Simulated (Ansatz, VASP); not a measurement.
# One calculation of In2GaP3, two programs

```
CELL_PARAMETERS angstrom
6.71133 0.00000 0.00000
-3.35567 5.81219 0.00000
0.00000 0.00000 3.78146
ATOMIC_POSITIONS crystal
In 0.66667 0.33333 0.00000
In 0.33333 0.66667 0.00000
Ga 0.00000 0.00000 0.00000
P 0.50000 0.00000 0.50000
P 0.00000 0.50000 0.50000
P 0.50000 0.50000 0.50000
```

Change from the starting cell: species swapped into the LuB2Ru3 type (P6/mmm, No. 191).

Alike in both runs: functional PBE; k mesh 3 × 3 × 6; occupations gaussian, width 0.1 eV; no spin polarisation.

Ansatz relaxed the structure, and its values are those at the end. VASP's run is a single point on that final structure, the one shown.

|  | VASP | Ansatz |
| --- | --- | --- |
| version | VASP 6.6.1 | Ansatz 0.2.0 |
| potentials or method | VASP PAW PBE potentials, release 64 (In_d, Ga_d, P) | scalar-relativistic, plane waves, PAW |
| plane-wave cutoff (eV) | 520 | 420 |
| valence electrons in the cell | 54 | 54 |

|  | VASP | Ansatz | Ansatz less VASP |
| --- | --- | --- | --- |
| gap on the k mesh at the Fermi level (eV) | none | none | - |
| pressure (GPa) | 0.0 | 0.1 | +0.03 |

A gap of «none» marks a metal or a gap that the smearing closes.

Caveats: the k mesh is coarse (spacing up to 0.36 Å⁻¹), so the values aren't converged.
